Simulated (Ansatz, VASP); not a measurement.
Two plane-wave programs on Ti

```
Ti
1.0
    -1.64100    1.64100    1.64100
     1.64100   -1.64100    1.64100
     1.64100    1.64100   -1.64100
Ti
1
Direct
  0.00000 0.00000 0.00000
```

This isn't the form of Ti at room conditions, which is hcp.

Alike in both runs: functional PBE; k mesh 11 × 11 × 11; occupations fermi-dirac, width 0.05 eV; no spin polarisation.

```csv
,VASP,Ansatz
version,VASP 6.6.1,Ansatz 0.2.0
potentials or method,"VASP PAW PBE potentials, release 64 (Ti_sv)",Ansatz PAW
plane-wave cutoff (eV),520,420
valence electrons in the cell,12,12
task,single point,band structure
```

```csv
,VASP,Ansatz,Ansatz less VASP
gap on the k mesh at the Fermi level (eV),none,none,-
pressure (GPa),-2.7,-2.5,+0.22
```

A gap of «none» marks a metal or a gap that the smearing closes.
